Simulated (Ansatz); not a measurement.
The reference is CsPbI3 in the cubic perovskite structure (space group Pm-3m, No. 221; a = 6.390 Å). Axes: x, y, z lie along the cube axes.

Level of theory: Ansatz (a program for electronic structure), PBE, PAW, cutoff 420 eV, spin-orbit coupling left out.

Before the change:

- Band gap: 1.48 eV
- Pressure: 0.00 GPa
- Shortest interatomic distance: 3.195 Å

Modification: biaxial strain −0.65 %, plane normal [001], relaxed out of plane (Cartesian); in-plane vectors clamped, the third vector and the atoms free.

What does the calculation give for the band gap, pressure, shortest interatomic distance and out-of-plane strain after the change?

The band gap decreases by 0.066 eV to 1.42 eV; the pressure (mean of the normal stresses, compression positive) goes from zero to 0.17 GPa; the shortest interatomic distance shrinks by 0.021 Å to 3.174 Å; the out-of-plane strain comes out as +0.19 %.

With I and Pb present, leaving out spin-orbit coupling can change the band edges. Stability against distortions was not tested. Many cubic perovskites are stable only at high temperature; tilts and polar distortions were not tested. This is not the structure that CsPbI3 has at room temperature and ambient pressure.
